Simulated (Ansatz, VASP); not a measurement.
## Cu in VASP and in Ansatz

```
CELL_PARAMETERS angstrom
-1.28294 1.28294 1.81531
1.28294 -1.28294 1.81531
1.28294 1.28294 -1.81531
ATOMIC_POSITIONS crystal
Cu 0.50000 0.50000 0.00000
```

Alike in both runs: functional PBE; k mesh 30 × 30 × 30; occupations gaussian, width 0.1 eV; no spin polarisation.

Ansatz relaxed the structure, and its values are those at the end. VASP's run is a single point on that final structure, the one shown.

|  | VASP | Ansatz |
| --- | --- | --- |
| version | VASP 6.6.1 | Ansatz 0.2.0 |
| potentials or method | VASP PAW PBE potentials, release 64 (Cu) | scalar-relativistic, plane waves, PAW |
| plane-wave cutoff (eV) | 520 | 420 |
| valence electrons in the cell | 11 | 19 |

```tsv
	VASP	Ansatz	Ansatz less VASP
gap on the k mesh at the Fermi level (eV)	none	none	-
pressure (GPa)	0.5	0.0	-0.53
```

A gap of «none» marks a metal or a gap that the smearing closes. The two sets of potentials don't hold the same shells in valence.
